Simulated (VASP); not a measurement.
# BAs (F-43m) in VASP: further runs

One crystal, BAs, is run at these levels: PBEsol; tasks: relaxation of cell and atoms.

Program: VASP 6.6.1. These are calculated values, not measurements. Logs are shortened: lines on timing, memory, paths and dates and some standing lists are left out, and cuts for length are marked.

### Step 1. The crystal as given

The structure is cubic, space group F-43m (No. 216). Conventional cell: a = 4.777 Å, b = 4.777 Å, c = 4.777 Å, α = 90.00°, β = 90.00°, γ = 90.00°. B (site symmetry -43m) has 4 As at 2.07 Å as nearest neighbours. As (site symmetry -43m) is surrounded by 4 B at 2.07 Å.

### Step 2. Relaxation of cell and atoms, PBEsol

Contents of INCAR:

```
PREC = Accurate
ENCUT = 600
EDIFF = 1E-7
ISMEAR = 0
SIGMA = 0.03
LREAL = F
LASPH = T
NELM = 80
ALGO = Normal
ISIF = 3
LWAVE = F
LCHARG = F
GGA = PS
IBRION = 2
NSW = 90
EDIFFG = -0.005
```

Contents of KPOINTS:

```
regular mesh
0
Gamma
  10 10 10
```

Contents of POSCAR:

```
BAs                                     
1.0
    0.0000000000      2.3885000000      2.3885000000
    2.3885000000      0.0000000000      2.3885000000
    2.3885000000      2.3885000000      0.0000000000
  B               As            
     1     1
Direct
     0.0000000000000000    0.0000000000000000    0.0000000000000000
     0.2500000000000000    0.2500000000000000    0.2500000000000000
```

Potentials or basis: VASP PAW PBE potentials, release 64 (B, As).

On the command line:

```bash
cat potpaw_PBE.64/B/POTCAR potpaw_PBE.64/As/POTCAR > POTCAR
mpirun -np 1 vasp_std > vasp.out
```

OUTCAR:

```text
PREC = Accurate
   ENCUT = 600
   EDIFF = 1E-7
   ISMEAR = 0
   LREAL = F
   LASPH = T
   NELM = 80
   ISIF = 3
   GGA = PS
   IBRION = 2
   NSW = 90
   EDIFFG = -0.005

 ion  position               nearest neighbor table
   1  0.000  0.000  0.000-   2 2.07   2 2.07   2 2.07   2 2.07
   2  0.250  0.250  0.250-   1 2.07   1 2.07   1 2.07   1 2.07

  LATTYP: Found a face centered cubic cell.
 ALAT       =     4.7770000000

  Lattice vectors:

 A1 = (   0.0000000000,   2.3885000000,   2.3885000000)
 A2 = (   2.3885000000,   0.0000000000,   2.3885000000)
 A3 = (   2.3885000000,   2.3885000000,   0.0000000000)

Analysis of symmetry for initial positions (statically):
=====================================================================
 Subroutine PRICEL returns:
 Original cell was already a primitive cell.

 Routine SETGRP: Setting up the symmetry group for a
 face centered cubic supercell.

 Subroutine GETGRP returns: Found 24 space group operations
 (whereof 24 operations were pure point group operations)
 out of a pool of 48 trial point group operations.

The static configuration has the point symmetry T_d .

Analysis of symmetry for dynamics (positions and initial velocities):
=====================================================================
 Subroutine PRICEL returns:
 Original cell was already a primitive cell.

 Routine SETGRP: Setting up the symmetry group for a
 face centered cubic supercell.

 Subroutine GETGRP returns: Found 24 space group operations
 (whereof 24 operations were pure point group operations)
 out of a pool of 48 trial point group operations.

The dynamic configuration has the point symmetry T_d .

 Subroutine INISYM returns: Found 24 space group operations
 (whereof 24 operations are pure point group operations),
 and found     1 'primitive' translations

----------------------------------------------------------------------------------------

                                     Primitive cell

  volume of cell :      27.2525

  direct lattice vectors                    reciprocal lattice vectors
     0.000000000  2.388500000  2.388500000    -0.209336404  0.209336404  0.209336404
     2.388500000  0.000000000  2.388500000     0.209336404 -0.209336404  0.209336404
     2.388500000  2.388500000  0.000000000     0.209336404  0.209336404 -0.209336404

  length of vectors
     3.377849094  3.377849094  3.377849094     0.362581287  0.362581287  0.362581287

  position of ions in fractional coordinates (direct lattice)
     0.000000000  0.000000000  0.000000000
     0.250000000  0.250000000  0.250000000

  ion indices of the primitive-cell ions
   primitive index   ion index
                 1           1
                 2           2

----------------------------------------------------------------------------------------

 KPOINTS: regular mesh

Automatic generation of k-mesh.
 Grid dimensions read from file:
 generate k-points for:   10   10   10

 Generating k-lattice:

  Cartesian coordinates                     Fractional coordinates (reciprocal lattice)
    -0.020933640  0.020933640  0.020933640     0.100000000  0.000000000  0.000000000
     0.020933640 -0.020933640  0.020933640     0.000000000  0.100000000  0.000000000
     0.020933640  0.020933640 -0.020933640     0.000000000  0.000000000  0.100000000

  Length of vectors
     0.036258129  0.036258129  0.036258129

  Shift w.r.t. Gamma in fractional coordinates (k-lattice)
     0.000000000  0.000000000  0.000000000

 Subroutine IBZKPT returns following result:
 ===========================================

 Found     47 irreducible k-points:

 Following reciprocal coordinates:
            Coordinates               Weight
  0.000000  0.000000  0.000000      1.000000
  0.100000  0.000000  0.000000      8.000000
  0.200000  0.000000  0.000000      8.000000
  0.300000  0.000000  0.000000      8.000000
  0.400000  0.000000  0.000000      8.000000
  0.500000  0.000000  0.000000      4.000000
[... 16 lines left out ...]
  0.300000  0.300000  0.000000      6.000000
  0.400000  0.300000  0.000000     24.000000
 [... further k-points ...]
   k-points           NKPTS =     47   k-points in BZ     NKDIM =     47   number of bands    NBANDS=      8
   number of dos      NEDOS =    301   number of ions     NIONS =      2
   total plane-waves  NPLWV =  21952
   dimension x,y,z NGX =    28 NGY =   28 NGZ =   28
   dimension x,y,z NGXF=    56 NGYF=   56 NGZF=   56
   ions per type =               1   1
   NGX,Y,Z   is equivalent  to a cutoff of  13.78, 13.78, 13.78 a.u.
   NGXF,Y,Z  is equivalent  to a cutoff of  27.56, 27.56, 27.56 a.u.
 SYSTEM =  unknown system
   PREC   = accura    normal or accurate (medium, high low for compatibility)
   ISTART =      0    job   : 0-new  1-cont  2-samecut
   ICHARG =      2    charge: 1-file 2-atom 10-const
   ISPIN  =      1    spin polarized calculation?
   LNONCOLLINEAR =      F non collinear calculations
   LSORBIT =      F    spin-orbit coupling
   LASPH  =      T    aspherical Exc in radial PAW
   ENCUT  =  600.0 eV  44.10 Ry    6.64 a.u.   6.75  6.75  6.75*2*pi/ulx,y,z
   NELM   =     80;   NELMIN=  2; NELMDL= -5     # of ELM steps
   EDIFF  = 0.1E-06   stopping-criterion for ELM
   LREAL  =      F    real-space projection
   EDIFFG = -.5E-02   stopping-criterion for IOM
   NSW    =     90    number of steps for IOM
   IBRION =      2    ionic relax: 0-MD 1-quasi-New 2-CG
   NFREE  =      1    steps in history (QN), initial steepest desc. (CG)
   ISIF   =      3    stress and relaxation
   ISYM   =      2    0-nonsym 1-usesym 2-fastsym
   POTIM  = 0.5000    time-step for ionic-motion
   TEBEG  =    0.0;   TEEND  =   0.0 temperature during run
   PSTRESS=    0.0 pullay stress
   NELECT =       8.0000    total number of electrons
   NUPDOWN=      -1.0000    fix difference up-down
   EMIN   =  10.00;   EMAX   =-10.00  energy-range for DOS
   EFERMI =   0.00;   METHOD = LEGACY
   ISMEAR =     0;   SIGMA  =   0.03  broadening in eV -4-tet -1-fermi 0-gaus
   EFERMI_NEDOS =   21; number of points for ismear=-14 and -15
   IALGO  =     38    algorithm
   IMIX   =      4    mixing-type and parameters
     AMIX     =   0.40;   BMIX     =  1.00
     AMIX_MAG =   1.60;   BMIX_MAG =  1.00
  volume/ion in A,a.u.               =      13.63        91.95
  Fermi-wavevector in a.u.,A,eV,Ry     =   1.088018  2.056057 16.106360  1.183784
  Thomas-Fermi vector in A             =   2.224191
   LORBIT       =      0    0 simple, 1 ext, 2 COOP (PROOUT), +10 PAW based schemes
   GGA     = PS    functional components
   LHFCALC =     F    Hartree Fock is set to
   AEXX    =    0.0000 exact exchange contribution
   IVDW    =     0    specifies the selected vdW correction
   LEPSILON=     F    determine dielectric tensor
   LRPA    =     F    only Hartree local field effects (RPA)
 conjugate gradient relaxation of ions
 non-spin polarized calculation
 Gauss-broadening in eV      SIGMA  =   0.03
  energy-cutoff  :      600.00
  volume of cell :       27.25
 maximum number of plane-waves:       941
   NGX = 13   NGY = 13   NGZ = 13

 number of electron       8.0000000 magnetization

 Free energy of the ion-electron system (eV)
  ---------------------------------------------------
  ext. energy  EPLUGINS =         0.00000000
  ---------------------------------------------------
  free energy    TOTEN  =       -12.20477752 eV

  energy without entropy =      -12.20477752  energy(sigma->0) =      -12.20477752

 E-fermi :   6.2573     XC(G=0): -10.7310

 val. band max:        6.0434888077   @ k =   0.0000   0.0000   0.0000
 cond. band min:       7.1198364605   @ k =   0.4000   0.4000   0.0000
 fundamental gap:      1.0763476528
 Fermi energy:         6.2572864170

 k-point     1 :       0.0000    0.0000    0.0000
  band No.  band energies     occupation
      1      -9.3931      2.00000
      2       6.0435      2.00000
      3       6.0435      2.00000
      4       6.0435      2.00000
      5       9.2834      0.00000
      6       9.2834      0.00000
      7       9.2834      0.00000
      8      10.7256      0.00000

 k-point     2 :       0.1000    0.0000    0.0000
  band No.  band energies     occupation
      1      -9.2285      2.00000
      2       4.6380      2.00000
      3       5.7388      2.00000
      4       5.7388      2.00000
      5       9.4290      0.00000
      6       9.6839      0.00000
      7       9.6839      0.00000
      8      11.5940      0.00000

 k-point     3 :       0.2000    0.0000    0.0000
  band No.  band energies     occupation
      1      -8.7430      2.00000
      2       2.2614      2.00000
      3       5.1608      2.00000
      4       5.1608      2.00000
      5       9.2120      0.00000
      6      10.4017      0.00000
      7      10.4017      0.00000
      8      13.1922      0.00000

 k-point     4 :       0.3000    0.0000    0.0000
  band No.  band energies     occupation
      1      -7.9725      2.00000
      2      -0.0391      2.00000
      3       4.6515      2.00000
      4       4.6515      2.00000
      5       8.9404      0.00000
      6      10.7957      0.00000
      7      10.7957      0.00000
      8      14.4120      0.00000

 k-point     5 :       0.4000    0.0000    0.0000
  band No.  band energies     occupation
      1      -7.0493      2.00000
      2      -1.9226      2.00000
      3       4.3252      2.00000
      4       4.3252      2.00000
      5       8.7592      0.00000
      6      10.8119      0.00000
      7      10.8119      0.00000
      8      14.7641      0.00000

 k-point     6 :       0.5000    0.0000    0.0000
  band No.  band energies     occupation
      1      -6.5086      2.00000
      2      -2.7890      2.00000
      3       4.2143      2.00000
      4       4.2143      2.00000
      5       8.6977      0.00000
      6      10.7698      0.00000
      7      10.7698      0.00000
      8      14.7493      0.00000

 k-point     7 :       0.1000    0.1000    0.0000
  band No.  band energies     occupation
      1      -9.1735      2.00000
      2       5.0488      2.00000
      3       5.2004      2.00000
      4       5.2004      2.00000
      5       8.7640      0.00000
      6      10.3626      0.00000
      7      10.3626      0.00000
      8      11.4819      0.00000
[... 133 lines left out ...]
 k-point    20 :      -0.4000    0.2000    0.0000
  band No.  band energies     occupation
      1      -6.0900      2.00000
      2      -2.2303      2.00000
      3       1.4621      2.00000
      4       3.5218      2.00000
      5       9.0413      0.00000
      6      12.1065      0.00000
      7      12.5051      0.00000
      8      15.0626      0.00000

 k-point    21 :      -0.3000    0.2000    0.0000
  band No.  band energies     occupation
      1      -6.8367      2.00000
      2      -1.0202      2.00000
      3       1.3877      2.00000
      4       4.0779      2.00000
      5       9.5074      0.00000
      6      11.9457      0.00000
      7      12.1879      0.00000
      8      14.1060      0.00000

 k-point    22 :      -0.2000    0.2000    0.0000
  band No.  band energies     occupation
      1      -7.7086      2.00000
      2       0.5580      2.00000
      3       1.9319      2.00000
      4       4.7443      2.00000
      5       9.9359      0.00000
      6      11.1291      0.00000
      7      11.9919      0.00000
      8      12.9794      0.00000

 k-point    23 :       0.3000    0.3000    0.0000
  band No.  band energies     occupation
      1      -7.4729      2.00000
      2       0.8307      2.00000
      3       2.8321      2.00000
      4       2.8321      2.00000
      5       7.3519      0.00000
      6       9.5939      0.00000
      7      14.4727      0.00000
      8      14.4727      0.00000

 k-point    24 :       0.4000    0.3000    0.0000
  band No.  band energies     occupation
      1      -6.7432      2.00000
      2      -0.4168      2.00000
      3       2.0340      2.00000
      4       2.5345      2.00000
      5       7.6502      0.00000
      6       9.3358      0.00000
      7      14.8455      0.00000
      8      15.0844      0.00000

 [... further k-points ...]
[... 5 lines left out ...]
  --------------------------------------------------------------------------------------
  -------------------------------------------------------------------------------------
  Total        0.0089441      0.0089441      0.0089441      0.0000000     -0.0000000      0.0000000
  in kB        0.5258273      0.5258273      0.5258273      0.0000000     -0.0000000      0.0000000
  external PRESSURE =       0.5258273 kB  Pullay stress =       0.0000000 kB

 VOLUME and BASIS-vectors are now :
 -----------------------------------------------------------------------------
  energy-cutoff  :      600.00
  volume of cell :       27.25
      direct lattice vectors                 reciprocal lattice vectors
     0.000000000  2.388500000  2.388500000    -0.209336404  0.209336404  0.209336404
     2.388500000  0.000000000  2.388500000     0.209336404 -0.209336404  0.209336404
     2.388500000  2.388500000  0.000000000     0.209336404  0.209336404 -0.209336404

 POSITION                                       TOTAL-FORCE (eV/Angst)
 -----------------------------------------------------------------------------------
      0.00000      0.00000      0.00000         0.000000      0.000000     -0.000000
      1.19425      1.19425      1.19425        -0.000000     -0.000000      0.000000
 -----------------------------------------------------------------------------------
    total drift:                               -0.000000     -0.000000     -0.000000

  FREE ENERGIE OF THE ION-ELECTRON SYSTEM (eV)
  ---------------------------------------------------
  free  energy   TOTEN  =       -12.2047775230 eV

  energy  without entropy=      -12.2047775230  energy(sigma->0) =      -12.20477752

 reached required accuracy - stopping structural energy minimisation
```

Wall time 16 s (1 thread of Intel Xeon Platinum 8259CL at 2.50GHz (Skylake/Cascade Lake), shared host); peak memory 0.16 GiB.

Results:

- Free energy: -12.2048 eV
- Pressure after relaxing: 0.1 GPa
- Band gap on the k mesh: 1.08 eV, indirect (least direct gap 3.24 eV)

Final structure:
```
CELL_PARAMETERS angstrom
0.00000 2.38850 2.38850
2.38850 0.00000 2.38850
2.38850 2.38850 0.00000
ATOMIC_POSITIONS crystal
B 0.00000 0.00000 0.00000
As 0.25000 0.25000 0.25000
```

Caveat: the relaxation stopped at its first step, so nothing moved; the PAW data sets were made with another functional, which shifts forces and pressure a little.

(Part 1 of 2 ends here.)
